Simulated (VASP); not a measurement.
Input of a VASP 6.6.1 run:

INCAR

```
SYSTEM = Dy
  ALGO = Normal
  EDIFF = 1E-6
  ENCUT = 520
  ISIF = 2
  ISMEAR = 1
  ISPIN = 2
  IVDW = 12
  LASPH = .TRUE.
  LCHARG = .FALSE.
  LDAU = .TRUE.
  LDAUJ = 0
  LDAUL = 3
  LDAUPRINT = 1
  LDAUTYPE = 2
  LDAUU = 7
  LMAXMIX = 6
  LMIXTAU = .TRUE.
  LORBIT = 11
  LREAL = .FALSE.
  LWAVE = .FALSE.
  MAGMOM = 0 0
  METAGGA = R2SCAN
  NBANDS = 20
  NELM = 150
  PREC = Accurate
  SIGMA = 0.2
  VDW_A1 = 0.49484001
  VDW_A2 = 5.73083694
  VDW_S6 = 1.0
  VDW_S8 = 0.78981345
```

Dy.cif

```cif
data_Dy
_cell_length_a 4.00076430
_cell_length_b 4.00076430
_cell_length_c 4.00076430
_cell_angle_alpha 90.00000000
_cell_angle_beta 90.00000000
_cell_angle_gamma 90.00000000
_space_group_name_H-M_alt 'Im-3m'
_space_group_name_Hall '-I 4 2 3'
_space_group_IT_number 229
loop_
_space_group_symop_operation_xyz
'x,y,z'
'-x,-y,-z'
'-y,x,z'
'y,-x,-z'
'-x,-y,z'
'x,y,-z'
'y,-x,z'
'-y,x,-z'
'x,-y,-z'
'-x,y,z'
'-y,-x,-z'
'y,x,z'
'-x,y,-z'
'x,-y,z'
'y,x,-z'
'-y,-x,z'
'z,x,y'
'-z,-x,-y'
'z,-y,x'
'-z,y,-x'
'z,-x,-y'
'-z,x,y'
'z,y,-x'
'-z,-y,x'
'-z,x,-y'
'z,-x,y'
'-z,-y,-x'
'z,y,x'
'-z,-x,y'
'z,x,-y'
'-z,y,x'
'z,-y,-x'
'y,z,x'
'-y,-z,-x'
'x,z,-y'
'-x,-z,y'
'-y,z,-x'
'y,-z,x'
'-x,z,y'
'x,-z,-y'
'-y,-z,x'
'y,z,-x'
'-x,-z,-y'
'x,z,y'
'y,-z,-x'
'-y,z,x'
'x,-z,y'
'-x,z,-y'
'x+1/2,y+1/2,z+1/2'
'-x+1/2,-y+1/2,-z+1/2'
'-y+1/2,x+1/2,z+1/2'
'y+1/2,-x+1/2,-z+1/2'
'-x+1/2,-y+1/2,z+1/2'
'x+1/2,y+1/2,-z+1/2'
'y+1/2,-x+1/2,z+1/2'
'-y+1/2,x+1/2,-z+1/2'
'x+1/2,-y+1/2,-z+1/2'
'-x+1/2,y+1/2,z+1/2'
'-y+1/2,-x+1/2,-z+1/2'
'y+1/2,x+1/2,z+1/2'
'-x+1/2,y+1/2,-z+1/2'
'x+1/2,-y+1/2,z+1/2'
'y+1/2,x+1/2,-z+1/2'
'-y+1/2,-x+1/2,z+1/2'
'z+1/2,x+1/2,y+1/2'
'-z+1/2,-x+1/2,-y+1/2'
'z+1/2,-y+1/2,x+1/2'
'-z+1/2,y+1/2,-x+1/2'
'z+1/2,-x+1/2,-y+1/2'
'-z+1/2,x+1/2,y+1/2'
'z+1/2,y+1/2,-x+1/2'
'-z+1/2,-y+1/2,x+1/2'
'-z+1/2,x+1/2,-y+1/2'
'z+1/2,-x+1/2,y+1/2'
'-z+1/2,-y+1/2,-x+1/2'
'z+1/2,y+1/2,x+1/2'
'-z+1/2,-x+1/2,y+1/2'
'z+1/2,x+1/2,-y+1/2'
'-z+1/2,y+1/2,x+1/2'
'z+1/2,-y+1/2,-x+1/2'
'y+1/2,z+1/2,x+1/2'
'-y+1/2,-z+1/2,-x+1/2'
'x+1/2,z+1/2,-y+1/2'
'-x+1/2,-z+1/2,y+1/2'
'-y+1/2,z+1/2,-x+1/2'
'y+1/2,-z+1/2,x+1/2'
'-x+1/2,z+1/2,y+1/2'
'x+1/2,-z+1/2,-y+1/2'
'-y+1/2,-z+1/2,x+1/2'
'y+1/2,z+1/2,-x+1/2'
'-x+1/2,-z+1/2,-y+1/2'
'x+1/2,z+1/2,y+1/2'
'y+1/2,-z+1/2,-x+1/2'
'-y+1/2,z+1/2,x+1/2'
'x+1/2,-z+1/2,y+1/2'
'-x+1/2,z+1/2,-y+1/2'
loop_
_atom_site_label
_atom_site_type_symbol
_atom_site_symmetry_multiplicity
_atom_site_Wyckoff_symbol
_atom_site_fract_x
_atom_site_fract_y
_atom_site_fract_z
_atom_site_occupancy
Dy1 Dy 2 a 0.0000000000 0.0000000000 0.0000000000 1
```

KPOINTS

```
k-points
0
G
  7 7 7
  0 0 0
```

POSCAR

```
Dy
 1.0000000000000000
     4.0007643000000002    0.0000000000000000    0.0000000000000000
     0.0000000000000000    4.0007643000000002    0.0000000000000000
     0.0000000000000000    0.0000000000000000    4.0007643000000002
 Dy 
   2
Cartesian
  0.0000000000000000  0.0000000000000000  0.0000000000000000
  2.0003821500000001  2.0003821500000001  2.0003821500000001
```

File KPOINTS_OPT:

```
path GXMGRX,MR
20
line-mode
reciprocal
 0.0000000000  0.0000000000  0.0000000000  G
 0.0000000000  0.5000000000  0.0000000000  X

 0.0000000000  0.5000000000  0.0000000000  X
 0.5000000000  0.5000000000  0.0000000000  M

 0.5000000000  0.5000000000  0.0000000000  M
 0.0000000000  0.0000000000  0.0000000000  G

 0.0000000000  0.0000000000  0.0000000000  G
 0.5000000000  0.5000000000  0.5000000000  R

 0.5000000000  0.5000000000  0.5000000000  R
 0.0000000000  0.5000000000  0.0000000000  X

 0.5000000000  0.5000000000  0.0000000000  M
 0.5000000000  0.5000000000  0.5000000000  R
```

Potentials or basis: VASP PAW PBE potentials, release 64 (Dy_3), 4f in core.

Command:

```console
$ ase convert -i cif -o vasp Dy.cif POSCAR
$ cat potpaw_PBE.64/Dy_3/POTCAR > POTCAR
$ mpirun -np 1 vasp_std > vasp.out
```

(1) Predict the net moment.

(2) What does it give for the pressure?

Answers

(1) 0.00 μB per cell.

(2) -1.0 GPa.

Caveat: the magnetic or orbital state may not be the lowest; U is put on an f shell that these potentials keep in the core, so it has next to no effect; the PAW data sets were made with another functional, which shifts forces and pressure a little; pairwise dispersion overbinds metals, which lowers pressure and volume.
